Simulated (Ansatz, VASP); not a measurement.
## LaCr2Si2C: VASP beside Ansatz

Aim: how closely do two programs agree when they are given the same cell, functional and k mesh? The cell is taken from a series of runs on this material, whose earlier steps may have relaxed, scaled, displaced or heated it; both programs get it as it stands.

Program: Ansatz 0.2.0. Level of theory: plane waves, with VASP 6.6.1 beside it; relaxation of cell and atoms at r2SCAN with rVV10. Results are calculated unless marked as measured.

## Step 1: Starting point

Symmetry: P4/mmm, No. 123, tetragonal system. The conventional cell has a = 4.063 Å, b = 4.063 Å, c = 5.430 Å, α = 90.00°, β = 90.00°, γ = 90.00°. Nearest to La lie 2 C at 2.71 Å and 8 Si at 3.12 Å. Nearest to Cr lie 2 C at 2.03 Å and 4 Si at 2.52 Å. Nearest to Si lie 2 Si at 2.44 to 2.99 Å and 4 Cr at 2.52 Å and 4 La at 3.12 Å. C has 4 Cr at 2.03 Å and 2 La at 2.71 Å nearest. Farther neighbours are not listed.

## Step 2: Ansatz: relaxation of cell and atoms, r2SCAN with rVV10

Ansatz runs on its default PAW (the set named soft_2) files.

The relaxed volume is the usual yardstick between codes: in a stiff, nearly cubic crystal its relative difference is about their pressure difference at one cell divided by the bulk modulus.

Contents of input.yaml:

```yaml
crystal:
  lattice:
    - [4.063, 0.0, 0.0]
    - [0.0, 4.063, 0.0]
    - [0.0, 0.0, 5.43]
  atoms:
    - { symbol: La, position: [0.0, 0.0, 0.0] }
    - { symbol: Cr, position: [0.0, 0.5, 0.5], spin: 3.0 }
    - { symbol: Cr, position: [0.5, 0.0, 0.5], spin: 3.0 }
    - { symbol: Si, position: [0.5, 0.5, 0.77530299] }
    - { symbol: Si, position: [0.5, 0.5, 0.22469701] }
    - { symbol: C, position: [0.0, 0.0, 0.5] }
kpoints:
  mp_grid: { grid: [8, 8, 6] }
hamiltonian:
  xc: r2scan
  dispersion: rvv10
scf:
  occupations: { method: gaussian, width: 0.1 }
output:
  forces: true
  stress: true
  eigenvalues: true
  populations: true
magnetization:
  spin_polarized: true
relax:
  adjacent_minimum: "off"
  f_tol: 0.005
  max_steps: 60
  cell: { stress_tol: 0.03 }
```

On the command line:

```console
$ ansatz run input.yaml --threads 4 --pin off --max-ram 16384MiB --backend cpu --events-out ev --progress --plain --runs-dir out
```

Numbers of over 12 decimals in the logs are rounded to 6 here.

Log:

```text
La: projections on atomic orbitals take those of the free atom [Kr 4d10] 4f0 5s2 5p6 5d1 6s2, of charge +0.00 (hamiltonian.pseudopotentials.projection_atoms); the dataset's partial waves leave at most 1.9e-5 of an orbital's norm unspanned inside its sphere
Engine: ansatz 0.2.0, aarch64-unknown-linux-gnu
Pseudopotentials: kind: paw
Pseudopotential: La, paw, valence charge 11, recommended cutoff 500 eV (meta_gga), La.paw.azcp
Pseudopotential: Cr, paw, valence charge 14, recommended cutoff 500 eV (meta_gga), Cr.paw.azcp
Pseudopotential: Si, paw, valence charge 4, recommended cutoff 500 eV (meta_gga), Si.paw.azcp
Pseudopotential: C, paw, valence charge 4, recommended cutoff 500 eV (meta_gga), C.paw.azcp
Functional definition: r2SCAN+rVV10
  parameter k0 = 0.174
  parameter k1 = 0.065
  parameter a1 = 4.9479
  exchange = r2scan_x(k0 = k0, k1 = k1, a1 = a1)
  correlation = r2scan_c + rvv10(11.95, 0.0093)
Crystal: 6 atoms, lattice volume = 89.638 Å³
Basis set: ecut = 500 eV, 2291 PW (Γ), exchange–correlation on 144×144×180 points (64 copies of the dense FFT grid, shifted against one another)
Bands: 35, of which v1, the nominal top of the filled ones, is band 26 counted from 1 (25 counted from 0)
Symmetry: 16 space group operations
Space group: P4/mmm (ITA 123), of the structure as read, at distance tolerance 4.5e-5 Å
Magnetic group: BNS 123.339 (UNI 999), of the structure as read, at distance tolerance 4.5e-5 Å
k-points: 60 of 384
Non-local potential: La, projectors of the file, l = 0: 3, l = 1: 2, l = 2: 2, l = 3: 3
Non-local potential: Cr, projectors of the file, l = 0: 3, l = 1: 2, l = 2: 3, l = 3: 1
Non-local potential: Si, projectors of the file, l = 0: 2, l = 1: 2, l = 2: 2
Non-local potential: C, projectors of the file, l = 0: 2, l = 1: 2, l = 2: 1
PAW form: soft (Blöchl's): semilocal exchange-correlation on the pseudo side does not see the compensation charge
rVV10 density: all electrons in the spheres
PAW frozen core: La, regenerated for the run's functional (the file was generated under x = pbe(κ = 0.804, μ = 0.219515), c = pbe(β = 0.066725))
PAW frozen core: Cr, regenerated for the run's functional (the file was generated under x = pbe(κ = 0.804, μ = 0.219515), c = pbe(β = 0.066725))
PAW frozen core: Si, regenerated for the run's functional (the file was generated under x = pbe(κ = 0.804, μ = 0.219515), c = pbe(β = 0.066725))
PAW frozen core: C, regenerated for the run's functional (the file was generated under x = pbe(κ = 0.804, μ = 0.219515), c = pbe(β = 0.066725))
PAW one-centre angular grid: La, 974 points (default); XC on 160 Gauss nodes
PAW one-centre angular grid: Cr, 590 points (default); XC on 160 Gauss nodes
PAW one-centre angular grid: Si, 302 points (default); XC on 160 Gauss nodes
PAW one-centre angular grid: C, 302 points (default); XC on 239 of its mesh's 2573 points in the sphere
Initial density: superposition of atomic densities (chi_scale 0.1, normalization cell, long waves kept (reshape's long-wave potential 0.03 eV rms))
Starting moments: Σ|m| = 6 μB on 2 of 6 sites
Initial wavefunctions: pseudopotential atomic-orbital guess
Functional: x = r2scan, c = r2scan + rvv10(b = 11.95, C = 0.0093); τ floored in thin density (d = 2e-4 eV/Å³)
SCF iter   1: F=—  HF=-14556.113393 eV  |F-HF|=—  |Δ(HF+E_count)|=         —  Δρ=1.72e-1 (↑1.72e-1 ↓6.94e-2)  dr2=7.21e1  dr2_τ=4.51e-1  dr2_m=2.63e0  M=3.820 μB ∫|m|=4.223 μB  β_m=0.83  ethr=3.10e-3  ⟨swp⟩=5.8  Hψ=16378  notcnv=0
Mixer restart at iter 1: flushing history
preconditioner: auto → Kerker (q_TF=auto, 2.484 Å⁻¹)  [metal: Δε(μ)=0.006 eV  Ē_g=9.154 eV  σ=0.100 eV  W_gap=0.04  n_scr=28 (ndim 8)  ℏωp=22.5 eV  f_vac=0.000  D(μ)=2.20/eV (n_scr^D=14)]
spin=Collinear: Kerker preconditioning applied to the charge; magnetization (m = ρ↑ − ρ↓) channel mixes plain (no charge-response kernel on spin).
SCF iter   2: F=—  HF=-14557.790643 eV  |F-HF|=—  |Δ(HF+E_count)|=    1.68e0  Δρ=4.77e-2 (↑2.12e-2 ↓4.77e-2)  dr2=6.65e0  dr2_τ=5.42e-2  dr2_m=3.76e-1  M=3.915 μB ∫|m|=4.875 μB  β_m=1.00  ethr=3.10e-3  ⟨swp⟩=4.5  Hψ=11596  notcnv=0  defer=363  κ⁻¹=1.0e0(r=1)
SCF iter   3: F=—  HF=-14557.082563 eV  |F-HF|=—  |Δ(HF+E_count)|=   7.08e-1  Δρ=1.63e-2 (↑1.63e-2 ↓1.52e-2)  dr2=1.25e0  dr2_τ=1.30e-2  dr2_m=4.31e-3  M=3.802 μB ∫|m|=5.076 μB  β_m=1.00  ethr=3.10e-3  ⟨swp⟩=4.5  Hψ=9542  notcnv=0  defer=428  κ⁻¹=3.4e-2(r=2)
SCF iter   4: F=—  HF=-14557.099977 eV  |F-HF|=—  |Δ(HF+E_count)|=   1.74e-2  Δρ=1.28e-2 (↑1.09e-2 ↓1.28e-2)  dr2=4.35e-1  dr2_τ=8.97e-3  dr2_m=6.46e-3  M=3.721 μB ∫|m|=5.046 μB  β_m=1.00  ethr=2.45e-3  ⟨swp⟩=2.9  Hψ=5559  notcnv=0  defer=440  κ⁻¹=2.1e-3(r=3)
[...]
SCF iter   7: F=—  HF=-14557.704836 eV  |F-HF|=—  |Δ(HF+E_count)|=   9.97e-8  Δρ=1.62e-6 (↑1.55e-6 ↓1.62e-6)  dr2=1.01e-8  dr2_τ=8.83e-10  dr2_m=5.80e-11  M=3.305 μB ∫|m|=4.626 μB  β_m=1.00  ethr=2.17e-11  ⟨swp⟩=2.0  Hψ=6393  notcnv=0  κ⁻¹=2.7e-5(r=6)
SCF iter   8: F=—  HF=-14557.704836 eV  |F-HF|=—  |Δ(HF+E_count)|=   4.79e-8  Δρ=9.50e-7 (↑8.60e-7 ↓9.50e-7)  dr2=4.23e-9  dr2_τ=1.82e-10  dr2_m=5.42e-11  M=3.305 μB ∫|m|=4.626 μB  β_m=1.00  ethr=1.99e-11  ⟨swp⟩=2.4  Hψ=7218  notcnv=0  κ⁻¹=1.3e-5(r=7)
SCF iter   9: F=—  HF=-14557.704836 eV  |F-HF|=—  |Δ(HF+E_count)|=   2.46e-9  Δρ=5.49e-7 (↑5.49e-7 ↓4.58e-7)  dr2=7.07e-10  dr2_τ=2.34e-11  dr2_m=2.76e-11  M=3.305 μB ∫|m|=4.626 μB  β_m=1.00  ethr=8.29e-12  ⟨swp⟩=3.3  Hψ=8915  notcnv=0  κ⁻¹=8.0e-6(r=8)
SCF iter  10: F=—  HF=-14557.704836 eV  |F-HF|=—  |Δ(HF+E_count)|=   5.73e-9  Δρ=2.89e-7 (↑2.89e-7 ↓1.90e-7)  dr2=1.65e-10  dr2_τ=2.29e-12  dr2_m=6.32e-12  M=3.305 μB ∫|m|=4.626 μB  β_m=1.00  ethr=1.39e-12  ⟨swp⟩=2.8  Hψ=7991  notcnv=0  κ⁻¹=3.8e-5(r=8)
SCF iter  11: F=—  HF=-14557.704836 eV  |F-HF|=—  |Δ(HF+E_count)|=  3.86e-10  Δρ=1.10e-7 (↑1.10e-7 ↓9.55e-8)  dr2=3.25e-11  dr2_τ=4.09e-13  dr2_m=4.22e-13  M=3.305 μB ∫|m|=4.626 μB  β_m=1.00  ethr=1.00e-12  ⟨swp⟩=2.0  Hψ=5607  notcnv=0  κ⁻¹=1.5e-5(r=8)
SCF iter  12: F=—  HF=-14557.704836 eV  |F-HF|=—  |Δ(HF+E_count)|=  1.15e-10  Δρ=4.38e-8 (↑4.37e-8 ↓4.38e-8)  dr2=5.18e-12  dr2_τ=6.11e-14  dr2_m=6.65e-14  M=3.305 μB ∫|m|=4.626 μB  β_m=1.00  ethr=1.00e-12  ⟨swp⟩=1.8  Hψ=4860  notcnv=0  κ⁻¹=3.6e-6(r=8)
SCF iter  13: F=-14557.704836 eV  HF=-14557.704836 eV  |F-HF|=1.82e-12  |Δ(HF+E_count)|=  1.82e-11  Δρ=2.71e-8 (↑2.71e-8 ↓1.94e-8)  dr2=2.74e-12  dr2_τ=2.12e-14  dr2_m=8.31e-14  M=3.305 μB ∫|m|=4.626 μB  ethr=1.00e-12  ⟨swp⟩=4.1  Hψ=15911  notcnv=0
SCF 6 converged in 13 iterations: F = -14557.704836 eV  dr2 = 2.74e-12
relax step   6: F+E_penalty+E_count = -14557.70483612 eV  Δ(F+E_penalty+E_count) = +1.251e-4 eV  max|allowed force component| = 2.056e-4 eV/Å  Δτ_max = 0.0000 Å  P = -0.002 GPa  Ω = 89.204 Å³  stress off target by 2.91e-3 GPa  SCF on the basis re-selected at this cell (its energy is not comparable with the rows above)  (13 SCF iters)
basis re-selected at this cell: Δ(F+E_penalty+E_count) = +1.251e-4 eV, ΔP = -0.001 GPa vs the last step (what re-selecting the basis moved, of the pressure what is left beyond the Pulay correction that the steps carried, after the strain that the cell walked since its last selection, with what the two solves' SCF thresholds leave and, on support functions, any second-order correction that the steps lacked; it is no measure of the basis error at this ecutwfc). The dense FFT grid was sized anew with the basis: this SCF ran on 36×36×48 points, the steps before it on 36×36×45, so part of this shift can come from that change (see relax.cell in the input reference). [rest of the remark cut]
an SCF from antiferromagnetic starting moments (0.00, -3.00, 3.00, 0.00, 0.00, 0.00 Bohr magnetons, atom by atom) was not made, so that it is not known whether that order lies lower: the deck asks for what bars it, or types moments that do (magnetization.spin_polarized, in the input reference, names some of the keys), or the run goes by scf.lower_state_search: light, the default, which as a rule tries one only behind [...]
SCF converged after 13 iterations
Stability not checked: this state was not tested for a lower state beside it, because the mixer in use, unlike msr1, does not test its closes by its own steps (another_mixer; see scf.mixing.algorithm and scf.lower_state_search)
Magnetization: 3.3051 μB (27.1526 up, 23.8474 down)
Absolute magnetization: 4.6283 μB (∫|ρ↑−ρ↓|, with the PAW one-centre terms)
Spin contamination: 0.3115 ħ² per cell (⟨S²⟩ above its minimum at these occupations)
Per-site moments (μB) at R_I (Å): [(0.0016288, 1.144078), (1.566745, 0.827095), (1.566745, 0.827095), (-0.097085, 1.031303), (-0.097085, 1.031303), (-0.275007, 0.827095)]
Free energy (F): -14557.704836 eV
Harris-Foulkes:  -14557.704836 eV  (|F-HF|=1.82e-12)
Internal energy: -14557.692691 eV  (E = F + TS)
E sigma→0 (E₀):  -14557.698763 eV
Entropy (-TS):   -0.012145 eV (-2.024 meV/atom)
Fermi energy:    13.823632 eV
--- Per-component energies (eV) ---
  E_band       = -412.409682
  E_kinetic    = 1051.936989
  E_local      = -4447.291714  (includes V_loc(G=0)·N_el)
  E_nonlocal   = 329.710953
  E_hartree    = 1955.784987
  E_xc         = -556.238679
  E_vxc        = -729.302907  (∫ρ·V_xc dr)
  E_paw        = -8983.590502  (= ΣΔE_a)
  E_vpaw       = -569.794386  (= ΣTr[D̂ρ^β])
  E_aug_tail   = 0.000232  (compensation charges beyond the density's cutoff)
  E_vtau       = 40.761071  (kinetic-family band-sum trace: ∫τ·v_τ [+ j·A + Jᵃ·Aᵃ] dr)
  E_ewald      = -3907.351175
  E_core_change = -0.653782  (= ΣΔE_core)
  E_smearing   = -0.012145  (= −TS)
  E_closure    = -0.000000  (closes the sum)
  Σ components = -14557.704836   (vs F -14557.704836, Δ=0.00e0)
--- Forces (eV/Å), atoms counted from 1 ---
  atom   1  La     0.00000000    -0.00000000     0.00000000
  atom   2  Cr     0.00000000     0.00000000     0.00000000
  atom   3  Cr    -0.00000000     0.00000000     0.00000000
  atom   4  Si     0.00000000     0.00000000    -0.00020558
  atom   5  Si     0.00000000     0.00000000     0.00020558
  atom   6  C     -0.00000000    -0.00000000     0.00000000
  max |Σ_I F_I| component: 1.75e-28 eV/Å
--- Stress (GPa, compression-positive) ---
       -0.002906       0.000000       0.000000
        0.000000      -0.002906       0.000000
        0.000000       0.000000      -0.000568
  P = ⅓ Tr σ = -0.0021 GPa (-0.021 kbar)
--- Band table (eV; the first three rows and the last of 120) ---
  k-point 0 ↑: bands = [... 22 lower, 12.1215, 12.5865, 12.5865, 13.1031, 13.3959, 14.2694, 14.2694, 14.7283, ... 5 higher]
  k-point 1 ↑: bands = [... 22 lower, 11.7098, 12.5735, 12.5735, 13.1031, 13.6105, 14.3679, 14.4397, 14.4397, ... 5 higher]
  k-point 2 ↑: bands = [... 22 lower, 12.0282, 12.5535, 12.5535, 13.1024, 13.5451, 14.1932, 14.7283, 14.8793, ... 5 higher]
  k-point 59 ↓: bands = [... 22 lower, 12.0741, 13.8418, 13.8418, 15.0929, 15.2122, 16.0883, 16.5674, 16.5674, ... 5 higher]
--- Relaxed structure (5 steps of the walk, 5 accepted, 1 SCFs on fresh bases) ---
  F+E_penalty+E_count = -14557.70483612 eV   max|allowed force component| = 2.056e-4 eV/Å   (the final SCF, on the basis selected at the relaxed cell)
  cell:  # Å, volume = 89.2040 Å³
    - [4.010158, 0, 0.0]
    - [0, 4.010158, 0.0]
    - [0.0, 0.0, 5.547043]
  atoms:
    - { symbol: La, position: [0, 0, 0] }
    - { symbol: Cr, position: [0, 0.500000, 0.500000] }
    - { symbol: Cr, position: [0.500000, 0, 0.500000] }
    - { symbol: Si, position: [0.500000, 0.500000, 0.774643] }
    - { symbol: Si, position: [0.500000, 0.500000, 0.225357] }
    - { symbol: C, position: [0, 0, 0.500000] }
--- Löwdin populations: 6 sites ---
  site symbol       q [e]    m [muB]
     0     La     10.8841     0.0620
     1     Cr     13.5161     2.0107
     2     Cr     13.5161     2.0107
     3     Si      4.0986    -0.1910
     4     Si      4.0986    -0.1910
     5      C      4.6216    -0.4262
  spilling = 0.005191 (of n_electrons = 51.000000)
```

The column dr2 measures how far the density is from self-consistency, as an energy; F and HF (Harris–Foulkes) agree once it is small.

(Part 1 of 2 ends here.)

[Lines on the potential files, build, host, timing and source positions are cut from VASP's logs without a mark.]

[Logs are printed without paths, hosts, clocks, repeated set-up lines and the standing remarks that a program may print on its own settings, such as how far it seeks lower states.]

[Hosts, paths, dates, database ids (printed as entryN), source tags and the programs' standing remarks are cut or masked in the printed files.]
